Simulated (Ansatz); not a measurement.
ScAl: vibrational free energy, entropy and heat capacity at 0.98 times its equilibrium volume

All numbers below come from Ansatz, DFT PBEsol, scalar-relativistic, plane waves, PAW. Settings: 420 eV plane-wave cutoff, Γ-centred 12×12×12 mesh, Fermi-Dirac smearing of 0.15 eV. No spin polarisation. Phonons by linear response, acoustic sum rule imposed.

The cell, relaxed in shape and atoms at 0.98 times its equilibrium volume:
```cif
data_structure
_symmetry_space_group_name_H-M 'P 1'
_symmetry_Int_Tables_number 1
_cell_length_a 3.3254
_cell_length_b 3.3254
_cell_length_c 3.3254
_cell_angle_alpha 90.000
_cell_angle_beta 90.000
_cell_angle_gamma 90.000
_cell_volume 36.77
loop_
_atom_site_label
_atom_site_type_symbol
_atom_site_fract_x
_atom_site_fract_y
_atom_site_fract_z
_atom_site_occupancy
Sc1 Sc 0.50000 0.50000 0.50000 1
Al1 Al 0.00000 0.00000 0.00000 1
```

In a metal, frequencies and elastic constants depend on the k mesh and the smearing, soft modes and shear constants most. The q mesh is coarse, so values between its points are rough.

Force constants from linear response on a 2×2×2 q mesh, interpolated to a fine mesh.

(1) Give the zero-point energy per atom.

(2) How large are the vibrational entropy and heat capacity at 300 K?

(3) Tabulate them against temperature.

Answers

(1) 41.4 meV.

(2) S = 3.24 k_B and C_V = 2.70 k_B per atom, 90 % of the Dulong–Petit value.

(3)
```csv
T (K),F_vib (meV/atom),S (k_B/atom),C_V (k_B/atom)
100,39.0,0.85,1.43
200,25.7,2.20,2.39
300,2.0,3.24,2.70
400,-29.5,4.03,2.83
500,-67.1,4.67,2.89
600,-109.7,5.20,2.92
700,-156.5,5.65,2.94
800,-207.0,6.05,2.95
900,-260.6,6.40,2.96
1000,-317.1,6.71,2.97
```

Whether ScAl exists in this form wasn't checked.

Cost: 1 run of about 2 core-minutes, on Intel Xeon Platinum 8488C (Sapphire Rapids) (shared hosts).